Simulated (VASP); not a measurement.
The system is InAs.

```
In As
1.0
     0.00000    2.84143    2.84143
     2.84143    0.00000    2.84143
     2.84143    2.84143    0.00000
In As
1 1
Direct
  0.00000 0.00000 0.00000
  0.50000 0.50000 0.50000
```

The cell was built by a generator and needn't be a form met in nature.

Base run:

| Property | Result |
| --- | --- |
| Program | VASP 6.6.1 |
| Functional | PBE |
| Potentials or basis | VASP PAW PBE potentials, release 64 (In_d, As) |
| Cutoff | 520 eV |
| k mesh | 6 × 6 × 6 |
| Occupations | fermi-dirac, width 0.02 eV |
| Spin | no spin polarisation |

Its results: band gap on the k mesh none (metal or under the smearing width); pressure 2.5 GPa.

Problem. The run is repeated on the same cell with these changes: functional from PBE to HSE06; k mesh from 6 × 6 × 6 to 4 × 4 × 4. What comes out?

Solution. Band gap on the k mesh none (metal or under the smearing width); pressure 0.4 GPa.

Several settings changed at once, so the effect can't be laid on one alone.

Caveats: some runs use coarse meshes; the PAW data sets were made with another functional, which shifts forces and pressure a little (some runs).
